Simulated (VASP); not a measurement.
# ZnS (Sphalerite): cell size and functional, part 2 of 2

Which functional gives which lattice for ZnS (Sphalerite)? The starting structure is a measured crystal structure from the Crystallography Open Database. The first relaxation on each setting starts from this cell expanded by 3 % in volume.

VASP 6.6.1.

Results so far: PBEsol 19.24 Å³ an atom; LDA 18.60 Å³ an atom; PBE 20.19 Å³ an atom; PBEsol + D3(BJ) 18.73 Å³ an atom.

## 6. Relaxation with r2SCAN

Level of this step: r2SCAN; plane waves and PAW (Zn, S) (VASP).

r2SCAN adds the kinetic-energy density, costs more than a GGA and is run with LASPH. This run starts from the cell of an earlier relaxation, which isn't shown; the restart sets up the plane waves anew.

INCAR

```
SYSTEM = ZnS
PREC = Accurate
ENCUT = 450
EDIFF = 1E-06
NELM = 100
ISMEAR = 0
SIGMA = 0.03
LREAL = .FALSE.
ALGO = Normal
METAGGA = R2SCAN
LASPH = .TRUE.
NBANDS = 15
LORBIT = 11
LWAVE = .FALSE.
LCHARG = .FALSE.
KPAR = 4
IBRION = 2
NSW = 50
ISIF = 3
EDIFFG = -0.006
```

POSCAR

```
ZnS
1.0
    0.0000000000      2.6940240641      2.6940240641
    2.6940240641      0.0000000000      2.6940240641
    2.6940240641      2.6940240641      0.0000000000
Zn S
1 1
Direct
    0.0000000000      0.0000000000      0.0000000000
    0.7500000000      0.7500000000      0.7500000000
```

KPOINTS

```
Automatic mesh
0
Gamma
8 8 8
0 0 0
```

PAW data sets: Zn and S (PBE family, release 64).

Launch:

```
> mpirun -np 4 vasp_std
```

The log of the run:

```text
[banner, memory and clock lines left out]
running    4 mpi-ranks, on    1 nodes
[...]
[... a notice as in an earlier step ...]

 LDA part: xc-table for (None), standard interpolation
 POSCAR, INCAR and KPOINTS ok, starting setup
[...]
entering main loop
       N       E                     dE             d eps       ncg     rms          rms(c)
DAV:   1     0.709247344316E+02    0.70925E+02   -0.85096E+03   870   0.133E+03
DAV:   2    -0.165099373542E+02   -0.87435E+02   -0.82088E+02   982   0.256E+02
DAV:   3    -0.218842017162E+02   -0.53743E+01   -0.53548E+01  1129   0.662E+01
DAV:   4    -0.219346144278E+02   -0.50413E-01   -0.50403E-01  1010   0.657E+00
[...]
DAV:  13    -0.188646077789E+02   -0.15865E-05   -0.62161E-06  1102   0.540E-02    0.458E-03
DAV:  14    -0.188646109853E+02   -0.32064E-05   -0.14525E-06   655   0.997E-03    0.129E-03
DAV:  15    -0.188646112659E+02   -0.28055E-06   -0.10014E-07   470   0.303E-03
   1 F= -.18864611E+02 E0= -.18864611E+02  d E =-.188646E+02
[...]
N       E                     dE             d eps       ncg     rms          rms(c)
DAV:   1    -0.188647988984E+02   -0.18791E-03   -0.21213E-03  1052   0.103E+00    0.992E-02
DAV:   2    -0.188646694128E+02    0.12949E-03   -0.44868E-04  1073   0.650E-01    0.400E-02
DAV:   3    -0.188646477108E+02    0.21702E-04   -0.15720E-05  1010   0.351E-02    0.183E-02
DAV:   4    -0.188646385677E+02    0.91431E-05   -0.23792E-06  1115   0.205E-02    0.869E-03
DAV:   5    -0.188646348672E+02    0.37005E-05   -0.65477E-07   463   0.132E-02    0.175E-03
DAV:   6    -0.188646342514E+02    0.61578E-06   -0.44491E-07   435   0.736E-03
   2 F= -.18864634E+02 E0= -.18864634E+02  d E =-.229855E-04
 trial-energy change:   -0.000023  1 .order   -0.000006   -0.000014    0.000002
 step:   0.9827(harm=  0.8770)  dis= 0.00000  next Energy=   -18.864634 (dE=-0.230E-04)
 reached required accuracy - stopping structural energy minimisation
```

Wall time 41 s (4 MPI ranks of AMD EPYC 7R43, shared host); peak memory 0.53 GiB.

OUTCAR, selected parts (step 6):

```text
  Total        0.0019676      0.0019676      0.0019676      0.0000000     -0.0000000      0.0000000
  in kB        0.0806947      0.0806947      0.0806947      0.0000000     -0.0000000      0.0000000
  external PRESSURE =       0.0806947 kB  Pullay stress =       0.0000000 kB

 POSITION                                       TOTAL-FORCE (eV/Angst)
 -----------------------------------------------------------------------------------
      0.00000      0.00000      0.00000        -0.000000      0.000000     -0.000000
      4.03967      4.03967      4.03967         0.000000     -0.000000      0.000000
 -----------------------------------------------------------------------------------
    total drift:                               -0.000011     -0.000011     -0.000011

  FREE ENERGIE OF THE ION-ELECTRON SYSTEM (eV)
  ---------------------------------------------------
  free  energy   TOTEN  =       -18.8646342514 eV

  energy  without entropy=      -18.8646342514  energy(sigma->0) =      -18.86463425

[... 2 parts as in an earlier step ...]

[... 2 further parts left out ...]
[key lines of the parts left out:]
E-fermi :   2.1030
```

With r2SCAN the relaxed cell holds 19.533 Å³ an atom, -1.27 % against the measured cell, with a = 5.386 Å. That is +1.50 % from PBEsol. Pressures at 0.985 and 1.015 times this volume, from two more relaxations that aren't shown, give a bulk modulus of 75.9 GPa.

## 7. Relaxation with r2SCAN + rVV10

rVV10 adds a nonlocal correlation energy for dispersion. This run starts from the cell of an earlier relaxation, which isn't shown; the restart sets up the plane waves anew.

INCAR: that of step 6 with these lines changed.

```diff
@@ -10,2 +10,6 @@
 METAGGA = R2SCAN
+LUSE_VDW = .TRUE.
+IVDW_NL = 2
+BPARAM = 11.95
+CPARAM = 0.0093
 LASPH = .TRUE.
```

POSCAR

```
ZnS
1.0
    0.0000000000      2.6844311394      2.6844311394
    2.6844311394      0.0000000000      2.6844311394
    2.6844311394      2.6844311394      0.0000000000
Zn S
1 1
Direct
    0.0000000000      0.0000000000      0.0000000000
    0.7500000000      0.7500000000      0.7500000000
```

KPOINTS is that of step 6.

Launch:

```
> mpirun -np 4 vasp_std
```

The log of the run:

```text
[banner, memory and clock lines left out]
running    4 mpi-ranks, on    1 nodes
[...]
|                                                                             |
|               ----> ADVICE to this user running VASP <----                  |
|                                                                             |
|     You have switched on vdW-DFT.                                           |
|     This routine was written and supplied by Jiri Klimes. We recommend      |
|     that you carefully read and cite the following publications:            |
|       J. Klimes, D.R. Bowler, A. Michelides                                 |
|          J. Phys.: Cond Matt. 22 022201 (2010)                              |
|       J. Klimes, D.R. Bowler, A. Michelides                                 |
|          Phys. Rev. B. 83, 195131 (2011)                                    |
|     and references therein.                                                 |
|                                                                             |

[...]
Total rVV10 correction in eV:      0.5046127    19.1243594
DAV:  12    -0.183581092696E+02   -0.11279E-05   -0.72717E-05  1087   0.236E-01    0.123E-02
Total rVV10 correction in eV:      0.5045860    19.1243594
Total rVV10 correction in eV:      0.5045860    19.1243594
Total rVV10 correction in eV:      0.5045860    19.1243594
Total rVV10 correction in eV:      0.5045860    19.1243594
DAV:  13    -0.183581091473E+02    0.12232E-06   -0.68503E-06  1095   0.453E-02
Total rVV10 correction in eV:      0.5045565    19.1243594
Total rVV10 correction in eV:      0.5045565    19.1243594
Total rVV10 correction in eV:      0.5045565    19.1243594
Total rVV10 correction in eV:      0.5045565    19.1243594
Total rVV10 correction in eV:      0.5045610    19.1243594
Total rVV10 correction in eV:      0.5045610    19.1243594
Total rVV10 correction in eV:      0.5045610    19.1243594
Total rVV10 correction in eV:      0.5045610    19.1243594
   1 F= -.18358109E+02 E0= -.18358109E+02  d E =-.183581E+02
[... from here on, the cycles between the ionic steps are left out ...]
   2 F= -.18358118E+02 E0= -.18358118E+02  d E =-.897778E-05
   3 F= -.18358142E+02 E0= -.18358142E+02  d E =-.330026E-04
   4 F= -.18358136E+02 E0= -.18358136E+02  d E =-.271772E-04
[...]
reached required accuracy - stopping structural energy minimisation
```

Run time: 2.2 min. Hardware: 4 MPI ranks; peak memory 0.89 GiB.

OUTCAR, selected parts (step 7):

```text
  Total       -0.0045072     -0.0045072     -0.0045072     -0.0000000      0.0000000      0.0000000
  in kB       -0.1868565     -0.1868565     -0.1868565     -0.0000000      0.0000000      0.0000000
  external PRESSURE =      -0.1868565 kB  Pullay stress =       0.0000000 kB

 POSITION                                       TOTAL-FORCE (eV/Angst)
 -----------------------------------------------------------------------------------
      0.00000      0.00000      0.00000        -0.000000     -0.000000     -0.000000
      4.02517      4.02517      4.02517         0.000000      0.000000      0.000000
 -----------------------------------------------------------------------------------
    total drift:                               -0.000011     -0.000011     -0.000011

  FREE ENERGIE OF THE ION-ELECTRON SYSTEM (eV)
  ---------------------------------------------------
  free  energy   TOTEN  =       -18.3581363245 eV

  energy  without entropy=      -18.3581363245  energy(sigma->0) =      -18.35813632

[... 2 parts as in an earlier step ...]

[... 2 further parts left out ...]
[key lines of the parts left out:]
E-fermi :   2.1696
```

With r2SCAN + rVV10 the relaxed cell holds 19.323 Å³ an atom, -2.33 % against the measured cell, with a = 5.367 Å. That is +0.41 % from PBEsol. Pressures at 0.985 and 1.015 times this volume, from two more relaxations that aren't shown, give a bulk modulus of 76.7 GPa.

## 8. Relaxation with vdW-DF-cx

vdW-DF-cx takes its exchange from the same plasmon model as its correlation. This run starts from the cell of an earlier relaxation, which isn't shown; the restart sets up the plane waves anew.

INCAR: that of step 7 with these lines changed.

```diff
@@ -9,7 +9,5 @@
 ALGO = Normal
-METAGGA = R2SCAN
+GGA = CX
+AGGAC = 0
 LUSE_VDW = .TRUE.
-IVDW_NL = 2
-BPARAM = 11.95
-CPARAM = 0.0093
 LASPH = .TRUE.
```

POSCAR

```
ZnS
1.0
    0.0000000000      2.6900362733      2.6900362733
    2.6900362733      0.0000000000      2.6900362733
    2.6900362733      2.6900362733      0.0000000000
Zn S
1 1
Direct
    0.0000000000      0.0000000000      0.0000000000
    0.7500000000      0.7500000000      0.7500000000
```

KPOINTS is that of step 7.

Launch:

```
> mpirun -np 4 vasp_std
```

The log of the run:

```text
[banner, memory and clock lines left out]
running    4 mpi-ranks, on    1 nodes
[...]
[... a notice as in an earlier step ...]

 [... a notice as in an earlier step ...]

 LDA part: xc-table for (Slater+PW92), standard interpolation
 POSCAR, INCAR and KPOINTS ok, starting setup
[...]
entering main loop
       N       E                     dE             d eps       ncg     rms          rms(c)
DAV:   1     0.923169364818E+02    0.92317E+02   -0.85186E+03   870   0.131E+03
DAV:   2     0.287840380331E+01   -0.89439E+02   -0.84256E+02   989   0.256E+02
DAV:   3    -0.278955260020E+01   -0.56680E+01   -0.56455E+01  1073   0.657E+01
DAV:   4    -0.285039330655E+01   -0.60841E-01   -0.60828E-01  1066   0.715E+00
[...]
DAV:  10    -0.246874015117E+01   -0.12735E-03   -0.19705E-04  1004   0.107E-01    0.312E-02
DAV:  11    -0.246873254936E+01    0.76018E-05   -0.24598E-05  1059   0.417E-02    0.684E-03
DAV:  12    -0.246873296873E+01   -0.41937E-06   -0.33798E-06  1003   0.122E-02
   1 F= -.24687330E+01 E0= -.24687330E+01  d E =-.246873E+01
[...]
reached required accuracy - stopping structural energy minimisation
```

It took 27 s on 4 MPI ranks; peak memory 1.1 GiB.

Parts of OUTCAR (step 8):

```text
  Total       -0.0059388     -0.0059388     -0.0059388      0.0000000      0.0000000      0.0000000
  in kB       -0.2444006     -0.2444006     -0.2444006      0.0000000      0.0000000      0.0000000
  external PRESSURE =      -0.2444006 kB  Pullay stress =       0.0000000 kB

 POSITION                                       TOTAL-FORCE (eV/Angst)
 -----------------------------------------------------------------------------------
      0.00000      0.00000      0.00000         0.000000      0.000000     -0.000000
      4.03505      4.03505      4.03505        -0.000000     -0.000000      0.000000
 -----------------------------------------------------------------------------------
    total drift:                               -0.000001     -0.000001     -0.000000

  FREE ENERGIE OF THE ION-ELECTRON SYSTEM (eV)
  ---------------------------------------------------
  free  energy   TOTEN  =        -2.4687329687 eV

  energy  without entropy=       -2.4687329687  energy(sigma->0) =       -2.46873297

[... 2 parts as in an earlier step ...]

[... 2 further parts left out ...]
[key lines of the parts left out:]
E-fermi :   2.3446
```

With vdW-DF-cx the relaxed cell holds 19.466 Å³ an atom, -1.61 % against the measured cell, with a = 5.380 Å. That is +1.15 % from PBEsol. Pressures at 0.985 and 1.015 times this volume, from two more relaxations that aren't shown, give a bulk modulus of 76.5 GPa.

## 9. Relaxation with AM05

AM05 is built from the electron gas and the surface model, and does well on lattice constants. This run starts from the cell of an earlier relaxation, which isn't shown; the restart sets up the plane waves anew.

INCAR: that of step 8 with these lines changed.

```diff
@@ -9,6 +9,3 @@
 ALGO = Normal
-GGA = CX
-AGGAC = 0
-LUSE_VDW = .TRUE.
-LASPH = .TRUE.
+GGA = AM
 NBANDS = 15
```

POSCAR

```
ZnS
1.0
    0.0000000000      2.6863811512      2.6863811512
    2.6863811512      0.0000000000      2.6863811512
    2.6863811512      2.6863811512      0.0000000000
Zn S
1 1
Direct
    0.0000000000      0.0000000000      0.0000000000
    0.7500000000      0.7500000000      0.7500000000
```

KPOINTS is that of step 8.

Launch:

```
> mpirun -np 4 vasp_std
```

The log of the run:

```text
[... set-up lines as in an earlier step ...]
 entering main loop
       N       E                     dE             d eps       ncg     rms          rms(c)
DAV:   1     0.830872533433E+02    0.83087E+02   -0.83170E+03   870   0.128E+03
DAV:   2    -0.241502445921E+01   -0.85502E+02   -0.80538E+02   961   0.251E+02
DAV:   3    -0.748507495433E+01   -0.50701E+01   -0.50524E+01  1094   0.623E+01
DAV:   4    -0.753758264422E+01   -0.52508E-01   -0.52497E-01  1024   0.667E+00
[...]
DAV:  10    -0.713911179574E+01   -0.22652E-03   -0.33900E-04   983   0.135E-01    0.331E-02
DAV:  11    -0.713910028706E+01    0.11509E-04   -0.37192E-05  1073   0.542E-02    0.782E-03
DAV:  12    -0.713910105221E+01   -0.76515E-06   -0.49295E-06   989   0.228E-02
   1 F= -.71391011E+01 E0= -.71391011E+01  d E =-.713910E+01
[...]
reached required accuracy - stopping structural energy minimisation
```

Run time: 6.8 s. Hardware: 4 MPI ranks; peak memory 0.48 GiB.

OUTCAR, selected parts (step 9):

```text
  Total        0.0021151      0.0021151      0.0021151     -0.0000000      0.0000000     -0.0000000
  in kB        0.0873991      0.0873991      0.0873991     -0.0000000      0.0000000     -0.0000000
  external PRESSURE =       0.0873991 kB  Pullay stress =       0.0000000 kB

 POSITION                                       TOTAL-FORCE (eV/Angst)
 -----------------------------------------------------------------------------------
      0.00000      0.00000      0.00000         0.000000      0.000000      0.000000
      4.02957      4.02957      4.02957        -0.000000     -0.000000     -0.000000
 -----------------------------------------------------------------------------------
    total drift:                               -0.000001     -0.000001     -0.000000

  FREE ENERGIE OF THE ION-ELECTRON SYSTEM (eV)
  ---------------------------------------------------
  free  energy   TOTEN  =        -7.1391010522 eV

  energy  without entropy=       -7.1391010522  energy(sigma->0) =       -7.13910105

[... 2 parts as in an earlier step ...]

[... 2 further parts left out ...]
[key lines of the parts left out:]
E-fermi :   2.4358
```

With AM05 the relaxed cell holds 19.387 Å³ an atom, -2.01 % against the measured cell, with a = 5.373 Å. That is +0.74 % from PBEsol. Pressures at 0.985 and 1.015 times this volume, from two more relaxations that aren't shown, give a bulk modulus of 75.3 GPa.

## 10. All runs side by side

| level | volume (Å³/atom) | against the measured cell (%) | a (Å) | bulk modulus (GPa) | pressure left (GPa) | core minutes |
| --- | --- | --- | --- | --- | --- | --- |
| PBEsol | 19.244 | -2.73 | 5.3596 | 78.8 | -0.02 | 1.15 |
| LDA | 18.597 | -6.01 | 5.2988 | 86.5 | 0.04 | 1.33 |
| PBE | 20.189 | 2.04 | 5.4459 | 70.1 | 0.01 | 0.813 |
| PBEsol + D3(BJ) | 18.725 | -5.35 | 5.311 | 83.8 | -0.04 | 1.19 |
| r2SCAN | 19.533 | -1.27 | 5.3862 | 75.9 | 0.01 | 7.87 |
| r2SCAN + rVV10 | 19.323 | -2.33 | 5.3669 | 76.7 | -0.02 | 19.3 |
| vdW-DF-cx | 19.466 | -1.61 | 5.3801 | 76.5 | -0.02 | 6.73 |
| AM05 | 19.387 | -2.01 | 5.3728 | 75.3 | 0.01 | 1.57 |

Core minutes are wall time times ranks, summed over the relaxations behind a row (those for a bulk modulus apart), on shared hosts.

## 11. Outcome

- volume, PBEsol: 19.24 Å³/atom
- volume, LDA: 18.60 Å³/atom
- volume, PBE: 20.19 Å³/atom
- volume, PBEsol + D3(BJ): 18.73 Å³/atom
- volume, r2SCAN: 19.53 Å³/atom
- volume, r2SCAN + rVV10: 19.32 Å³/atom
- volume, vdW-DF-cx: 19.47 Å³/atom
- volume, AM05: 19.39 Å³/atom

What this shows: Across 8 levels the volume of ZnS (Sphalerite) spans 8.6 %, from 18.60 Å³ an atom (LDA) to 20.19 Å³ (PBE). Against the measured volume of the starting structure, r2SCAN comes nearest (-1.3 %) and LDA lies farthest (-6.0 %). The measured cell holds zero-point expansion and, unless it was taken cold, thermal expansion, which the runs lack, so small differences decide nothing. Adding D3(BJ) to PBEsol changes the volume by -2.7 %. Adding rVV10 to r2SCAN changes the volume by -1.1 %. The bulk modulus goes from 70.1 GPa (PBE) to 86.5 GPa (LDA). LASPH is on in some of these runs and off in others, which adds a little to the differences. All runs keep the symmetry of the start, so they can't find a distortion of lower symmetry. Further runs on this material are not shown.

[Lines on the potential files, build, host, timing and source positions are cut from VASP's logs without a mark.]

[Logs are printed without paths, hosts, clocks, repeated set-up lines and the standing remarks that a program may print on its own settings, such as how far it seeks lower states.]

[Hosts, paths, dates, database ids (printed as entryN), source tags and the programs' standing remarks are cut or masked in the printed files.]
